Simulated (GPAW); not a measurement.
Set up this calculation in GPAW 26.7.0, as an ASE script.

| Item | Value |
| --- | --- |
| Task | relaxation of cell and atoms |
| Functional | PBEsol |
| Potentials or basis | PAW data sets generated in the run's folder for this functional |
| Cutoff | 600 eV |
| Basis | pw |
| k mesh | 7 × 7 × 7 |
| Occupations | fermi-dirac, width 0.05 eV |
| Spin | no spin polarisation |
| Maxiter | 150 |
| Optimizer | BFGS |
| Fmax | 0.01 eV/Å |
| Max steps | 60 |
| Convergence | density=1e-05 forces=0.0001 |

CdTe:

```xyz
2
Lattice="0.0000 3.2050 3.2050 3.2050 0.0000 3.2050 3.2050 3.2050 0.0000" Properties=species:S:1:pos:R:3 pbc="T T T"
Te    4.8075    4.8075    4.8075
Cd    0.0000    0.0000    0.0000
```

The input as run:

run.py

```python
from ase import Atoms
from ase.filters import FrechetCellFilter
from ase.io import write
from ase.optimize import BFGS
from gpaw import GPAW, PW, setup_paths

setup_paths.insert(0, '.')

atoms = Atoms(['Te', 'Cd'],
              cell=[[0.0, 3.205, 3.205],
                    [3.205, 0.0, 3.205],
                    [3.205, 3.205, 0.0]],
              scaled_positions=[[0.75, 0.75, 0.75],
                                [0.0, 0.0, 0.0]],
              pbc=True)

calc = GPAW(mode=PW(600),
            xc='PBEsol',
            kpts={'size': (7, 7, 7), 'gamma': True},
            occupations={'name': 'fermi-dirac', 'width': 0.05},
            nbands=18,
            convergence={'density': 1e-05, 'forces': 0.0001},
            maxiter=150,
            txt='gpaw.txt')
atoms.calc = calc
opt = BFGS(FrechetCellFilter(atoms), trajectory='relax.traj', logfile='-')
done = opt.run(fmax=0.01, steps=60)
calc.write('gs.gpw')
write('result.traj', atoms)
print('Converged:', done)
print('Cell:', atoms.cell.cellpar().round(4))
print('Volume:', round(atoms.get_volume(), 4))
print(atoms.get_scaled_positions().round(5))
```

Potentials or basis: PAW data sets generated in the run's folder for this functional, pw.

Run with:

```sh
$ gpaw-setup -f PBEsol Cd Te
$ OMP_NUM_THREADS=1 python run.py
```

Results of the run:

```
Relaxed volume                         : 33.83 Å³/atom
Relaxed cell                           : a = 4.574 Å, b = 4.574 Å, c = 4.574 Å, α = 60.00°, β = 60.00°, γ = 60.00°
Space group after relaxing (to 0.05 Å) : F-43m (No. 216)
Energy gained by relaxing              : 3.6 meV/atom
Ionic steps                            : 3
Pressure after relaxing                : 0.0 GPa
Band gap on the k mesh                 : 0.68 eV, direct
```

Caveat: later steps reuse the first step's grids; spin-orbit coupling is left out, which moves the levels of the heavy elements.

Wall time 54 s on 1 thread of Arm Neoverse V1, on a shared host, peak memory 0.2 GiB.
